## Cubic boron nitride: seven questions on one volume

Cubic BN is almost as stiff as diamond. Its bulk modulus $B$, the resistance to uniform compression, is roughly 380 GPa (a rough recalled value). An extra pressure $p$ changes the volume $V$ by about

$$|\Delta V| = \frac{V\,p}{B}.$$

It therefore takes about 4 GPa to move the volume by 1 %, and this changes the B–N bond by only about 0.005 Å. The equilibrium volume is the point where all inward and outward pulls balance. Each method in the table sets these pulls a little differently.

VASP, Kohn-Sham DFT with the functional and any dispersion term named under method, for cubic BN in a 2-atom cell with a 13×13×13 k mesh and no spin polarisation. Cell and atoms are relaxed without vibrations, and basis gives the plane-wave cutoff. The measured volume is 5.906 Å³/atom at 295 K.

```tsv
method	potentials	basis	smearing	equilibrium volume (Å³/atom)	computed less measured (Å³/atom)
BLYP	VASP PAW PBE potentials, recommended	600 eV	Fermi-Dirac 0.05eV	6.058	0.152
PBE	VASP PAW PBE potentials, gw, light	630 eV	Fermi-Dirac 0.05eV	5.959	0.053
PBE-rVV10	VASP PAW PBE potentials, recommended	600 eV	Fermi-Dirac 0.05eV	5.933	0.027
PBEsol	VASP PAW PBE potentials, recommended	600 eV	Fermi-Dirac 0.05eV	5.864	-0.042
PBEsol-D3(BJ)	VASP PAW PBE potentials, recommended	600 eV	Fermi-Dirac 0.05eV	5.804	-0.102
PW91	VASP PAW PBE potentials, recommended	600 eV	Fermi-Dirac 0.05eV	5.949	0.043
RPBE	VASP PAW PBE potentials, recommended	600 eV	Fermi-Dirac 0.05eV	6.047	0.141
RPBE-D4	VASP PAW PBE potentials, recommended	600 eV	Fermi-Dirac 0.05eV	5.811	-0.095
revPBE	VASP PAW PBE potentials, recommended	600 eV	Fermi-Dirac 0.05eV	6.025	0.119
revPBE-D3(BJ)	VASP PAW PBE potentials, recommended	600 eV	Fermi-Dirac 0.05eV	5.841	-0.065
vdW-DF-cx	VASP PAW PBE potentials, recommended	600 eV	Fermi-Dirac 0.05eV	5.923	0.017
vdW-DF2	VASP PAW PBE potentials, recommended	600 eV	Fermi-Dirac 0.02eV	6.108	0.202
```

### 1. How far do the methods miss the measured volume?

By a few per cent at most. The largest cell, from vdW-DF2, is 3.4 % above the measured volume, and the smallest, from PBEsol-D3(BJ), is 1.7 % below it. In bond length these misses are about 0.02 and 0.01 Å. The density misses by nearly the same percentages, with the sign reversed. Eight of the twelve methods make the crystal too large by this measure, and four make it too small.

### 2. Why does RPBE give a larger cell than PBEsol?

The two differ by 0.18 Å³ per atom, about 3 % of the volume. Both methods start from the energy of a uniform electron gas and correct it for the unevenness of the real density. The exchange part of this correction lowers the energy where the density changes quickly compared with its own size. Such regions are common in the thin outer tails of atoms, and they fill in when atoms are pressed together.

A method that rewards unevenness strongly therefore favours atoms that stand further apart. RPBE and revPBE give a larger reward than PBE does in regions of strong variation, while PBEsol was built with a weaker gradient correction to exchange. The table shows the order of the volumes; the reason comes from the known form of the functionals. The same reasoning lets a reader guess the order of these methods in other dense solids.

### 3. What does an added dispersion term do?

It pulls the cell inward. Dispersion is the attraction between fluctuating charges on different atoms, and the D3 and D4 corrections add it mainly as a sum over pairs of atoms, close neighbours included. The attraction gains energy when the atoms approach, so it acts as an inward pressure. Three pairs of runs differ only in this term and in minor convergence settings. The volume falls by 0.06 Å³ per atom for PBEsol, 0.18 for revPBE and 0.24 for RPBE.

The dispersion energies in the same runs are about 0.15, 0.44 and 0.60 eV per atom. In each pair the cell shrinks by close to 0.4 Å³ for every eV. This is what the elastic relation leads us to expect if the terms vary with volume in a similar way: the pressure then follows the energy, and the stiffness of the crystal is nearly the same throughout.

The real attraction in one crystal can't be four times stronger because another functional was chosen. The correction is adjusted to its partner, usually on molecules, and a functional that binds too weakly receives a larger one. At the short distances in BN, much of the term therefore repairs the functional and isn't long-range attraction in the strict sense. The repair brings the results together: PBEsol, revPBE and RPBE span 0.18 Å³ per atom without it and 0.04 with it. Such a repair can overshoot in other materials: RPBE with D3(BJ) is known to shrink metals far too much.

### 4. Does a van der Waals functional always give a compact crystal?

No. Both vdW-DF2 and vdW-DF-cx contain dispersion within the functional itself, yet their volumes differ by 0.19 Å³ per atom. vdW-DF2 even gives the largest cell in the table. Its exchange part pushes atoms apart more strongly at these distances, and its dispersion part is also set weaker than in vdW-DF-cx. Both changes should work towards a larger cell, but this comparison can't tell how much each contributes.

What counts is the balance of the whole functional. The presence of an attractive part doesn't tell us whether the rest has been made more repulsive.

### 5. Is vdW-DF-cx the most accurate method here?

It lies closest to the measured volume, only 0.3 % above it. But the computed crystal stands still, while the atoms of the measured one vibrate even at the lowest temperature. Vibrations slow down when a crystal expands, which lowers their energy, so they push the cell outward. If their frequencies vary as $V^{-\gamma}$, the zero-point energy $E$ per atom gives the pressure

$$p = -\frac{dE}{dV} = \frac{\gamma E}{V}.$$

Take the rough recalled values $\gamma = 1.1$ and $E = 0.16$ eV, with $V = 5.906$ Å³ per atom. The pressure is then $1.1 \times 0.16 / 5.906 = 0.030$ eV/Å³, or 4.8 GPa. The elastic relation turns it into an expansion of $5.906 \times 4.8 / 380 = 0.07$ Å³ per atom, a little over 1 %. A motionless crystal should thus be compared with about 5.83 Å³ per atom.

This changes the verdict. vdW-DF-cx is now about 0.09 Å³ per atom too large, and PBEsol, which seemed too small, is about 0.03 too large. The four methods below the measured volume turn out to be the four closest to the static estimate. They shouldn't be ranked among themselves, because a reasonable range of $\gamma$ alone moves the reference by more than 0.01 Å³ per atom either way. The estimate also leaves out thermal expansion up to room temperature, which is small in so stiff a crystal.

With heavier elements the zero-point correction usually becomes smaller, because heavy atoms vibrate more slowly. Softer bonds work against this, since a soft crystal yields more to the same pressure. BN, with its light atoms, is a case where the correction is as large as the differences between good methods.

### 6. Can the effect of rVV10 be read from the two PBE rows?

Not cleanly. PBE-rVV10 gives a volume 0.026 Å³ per atom below that of PBE, in the direction expected of an added attraction. But the PBE run also uses other potentials and a higher basis cutoff. In addition, its cell hardly moved from the starting size and was left under a tension of about 0.5 GPa, so it is slightly larger than it wants to be.

The elastic relation gives the size of this last effect: $5.959 \times 0.51 / 380 = 0.008$ Å³ per atom. That is nearly a third of the difference between the two rows. It is also most of the gap of 0.010 between PBE and PW91, so these two methods can't be told apart here. A comparison meant to isolate one ingredient needs the same potentials, the same cutoff and equally relaxed cells.

### 7. Which digits can be trusted?

That depends on the question. Between families of methods, differences of 0.1 Å³ per atom or more are safe to interpret, such as the step from PBEsol to RPBE. Between runs with matching settings, a few hundredths still carry meaning, as the dispersion pairs show. No series of runs tests the k mesh or the cutoff, so their error is unknown, though much of it should cancel between such runs. A difference near 0.01, such as that between BLYP and RPBE, is better left unexplained, because the shared potentials may suit one functional more than another.

A comparison with nature is less sharp than the printed decimals suggest. The vibrational correction is uncertain by a few hundredths once all its recalled constants are considered. The potentials were made for PBE and are used with every functional; what this does to the other volumes is untested. To choose a method for the density of BN, it is therefore sensible to sort the methods into three groups by their miss against the static estimate: below 1 %, about 2 %, and 3 to 5 %. PBE, PW91, PBE-rVV10 and vdW-DF-cx form the middle group. Finer rankings are best left open. The printed output below lists the misses against both references.

The analysis program printed:

```
Misses by method:
            row  volume miss in %  bond miss in A  miss against static estimate in A^3/atom
           BLYP             2.574         0.01332                                    0.2262
            PBE            0.8974        0.004669                                    0.1272
      PBE-rVV10            0.4572        0.002382                                    0.1012
         PBEsol           -0.7111        -0.00372                                   0.03221
  PBEsol-D3(BJ)            -1.727       -0.009064                                  -0.02779
           PW91            0.7281         0.00379                                    0.1172
           RPBE             2.387         0.01236                                    0.2152
        RPBE-D4            -1.609       -0.008439                                  -0.02079
         revPBE             2.015         0.01044                                    0.1932
  revPBE-D3(BJ)            -1.101       -0.005764                                  0.009206
      vdW-DF-cx            0.2878        0.001501                                   0.09121
        vdW-DF2              3.42         0.01765                                    0.2762
Measured volume, A^3/atom: 5.906
B-N bond length from the measured volume, A: 1.565
Number of methods above the measured volume: 8
Largest less smallest volume, A^3/atom: 0.304
RPBE less PBEsol, A^3/atom: 0.183
revPBE less PBEsol, A^3/atom: 0.161
Shrinkage of PBEsol by D3(BJ), A^3/atom: 0.06
Shrinkage of revPBE by D3(BJ), A^3/atom: 0.184
Shrinkage of RPBE by D4, A^3/atom: 0.236
Shrinkage per eV of dispersion energy, PBEsol pair, A^3/eV: 0.4096
Shrinkage per eV of dispersion energy, revPBE pair, A^3/eV: 0.4222
Shrinkage per eV of dispersion energy, RPBE pair, A^3/eV: 0.3953
Spread of the three methods with added dispersion, A^3/atom: 0.037
vdW-DF2 less vdW-DF-cx, A^3/atom: 0.185
PBE less PBE-rVV10, A^3/atom: 0.026
PBE less PW91, A^3/atom: 0.01
Estimated excess of the PBE volume from leftover tension, A^3/atom: 0.007998
Estimated zero-point pressure, GPa: 4.775
Estimated zero-point expansion, A^3/atom: 0.07421
Zero-point expansion in % of the measured volume: 1.256
Zero-point expansion with Grueneisen parameter 0.9, A^3/atom: 0.06071
Zero-point expansion with Grueneisen parameter 1.3, A^3/atom: 0.0877
Estimated static reference volume, A^3/atom: 5.832
```
